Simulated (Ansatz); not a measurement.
# Zn: the change of pressure and energy above lowest point with volume per atom

All results are calculated (Ansatz 0.2.0 development build). Equation of state of a cubic crystal from periodic Kohn-Sham density functional theory without spin; pressure corrected for the finite basis.

Cell of the first row (space group Pm-3m, No. 221):
```
cell vectors (Å)
   2.5775     0.0000     0.0000
   0.0000     2.5775     0.0000
   0.0000     0.0000     2.5775
atoms (fractions of the cell vectors)
Zn  0.00000  0.00000  0.00000
```

Settings of every row: formula Zn; structure type simple cubic; functional PBE; spin treatment none; k mesh 21x21x21; occupation method fermi-dirac; occupation width 0.061225619 eV; wave cutoff 660 eV; datasets hand-made PAW; density cutoff ratio 4.

Limits: a cubic model structure, not a phase known at ambient conditions; modest k-mesh, values are not fully converged in k; the SCF threshold is loose for a stress in some rows.

```
row  volume per atom (Å³)  pressure (GPa)  energy above lowest point (meV/atom)
  1                17.124               ?                                     ?
  2                17.488            2.07                                  4.28
  3                17.853           0.921                                  0.91
  4                18.217          -0.097                                     0
  5                18.581          -0.997                                  1.26
  6                18.946          -1.791                                  4.45
  7                 19.31           -2.49                                  9.34
```

Question: what pressure and energy above lowest point should row 1 give?

Worked fit of pressure. Take u = (V_r/V)^(2/3) − 1 with V_r = 18.399 Å³ an atom, which is twice the finite (Eulerian) strain; such expansions in the strain, on which the Birch-Murnaghan equation of state is built, carry the rest volume and the bulk modulus. The shown rows have u = 0.03443, 0.02029, 0.00665, -0.00654, -0.01934, -0.0317. Least squares give pressure = −0.5606 + 68.283 × u + 235.27 × u² GPa; a straight line predicts inner rows, each left out in turn, worse (root mean square 0.099 against 0.0018 GPa). The rows lie off it by 0.001, -0.001, -0.001, 0.000, 0.002, -0.001. The pressure vanishes at u = 0.0080, or V = 18.18 Å³ an atom, and there the bulk modulus at fixed shape and fractions is B = −V dP/dV = (2/3)(1 + u) dP/du = 48.4 GPa. The withheld row has u = 0.04904, so the fit gives −0.5606 + 68.283 × (0.04904) + 235.27 × (0.04904)² = 3.354 GPa.

The calculation gave 3.366 GPa. The fit lies 0.012 GPa (0.2 % of the column's range) below it; its largest miss of a shown row is 0.002 GPa. This row lies beyond the range of the fit.

Worked fit of energy above lowest point. Take u = (V_r/V)^(2/3) − 1 with V_r = 18.399 Å³ an atom, which is twice the finite (Eulerian) strain; such expansions in the strain, on which the Birch-Murnaghan equation of state is built, carry the rest volume and the bulk modulus. The shown rows have u = 0.03443, 0.02029, 0.00665, -0.00654, -0.01934, -0.0317. Least squares give energy above lowest point = 0.374 − 96.24 × u + 5983.5 × u² + 3088 × u³ meV/atom; a parabola predicts inner rows, each left out in turn, worse (root mean square 0.036 against 0.0021 meV/atom). All shown rows lie on it to the printed digit. Its lowest point lies at u = 0.0080, or V = 18.18 Å³ an atom, and the curvature there gives the bulk modulus at fixed shape and fractions, B = (4/9)(1 + u)² E″(u)/V = 48.2 GPa. The withheld row has u = 0.04904, so the fit gives 0.374 − 96.24 × (0.04904) + 5983.5 × (0.04904)² + 3088 × (0.04904)³ = 10.41 meV/atom.

The calculation gave 10.43 meV/atom. The fit lies 0.02 meV/atom (0.19 % of the column's range) below it; its largest miss of a shown row is 0.00 meV/atom. This row lies beyond the range of the fit.
